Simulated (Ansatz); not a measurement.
N under changes of volume

One of the cells (6.723 Å³/atom); the others are scaled copies at fixed shape and fractional positions:

```xyz
2
Lattice="2.5195 0.0000 0.0000 -1.2597 2.1819 0.0000 0.0000 0.0000 2.4460" Properties=species:S:1:pos:R:3 pbc="T T T"
N     0.0000    1.4546    1.8345
N     1.2597    0.7273    0.6115
```

The real solid is made of molecules; this cell is a model form.

```yaml
Program: Ansatz 0.2.0
Functional: PBE
Potentials_or_basis: all-electron LAPW, scalar-relativistic
Cutoff: 375 eV (chosen from the basis error)
Basis_error_allowed: 0.0005 eV/atom
k_mesh: 12 × 12 × 11
Occupations: fermi-dirac, width 0.05 eV
Spin: no spin polarisation
```

```tsv
volume (Å³/atom)	energy over the lowest point (meV/atom)	pressure (GPa)
6.320	53.39	25.3
6.454	34.68	19.8
6.589	20.34	14.7
6.723	?	?
6.858	3.38	5.8
6.992	0.11	1.8
7.127	0.00	-1.9
```

Task: What does the run at 6.723 Å³/atom give?

Result: Energy over the lowest point 10.02 meV/atom; pressure 10.0 GPa.

Worked out: A Birch-Murnaghan fit of order 3 (a polynomial in V^(-2/3)) to the other rows has its minimum at 7.07 Å³/atom with B0 = V·E''(V) = 185 GPa and B' = 3.5 at fixed shape and positions, which overstates the stiffness. It gives 10.03 meV/atom at 6.723 Å³/atom, against the run's 10.02, and -dE/dV = 10.0 GPa, against 10.0.

Energies are extrapolated to zero smearing.
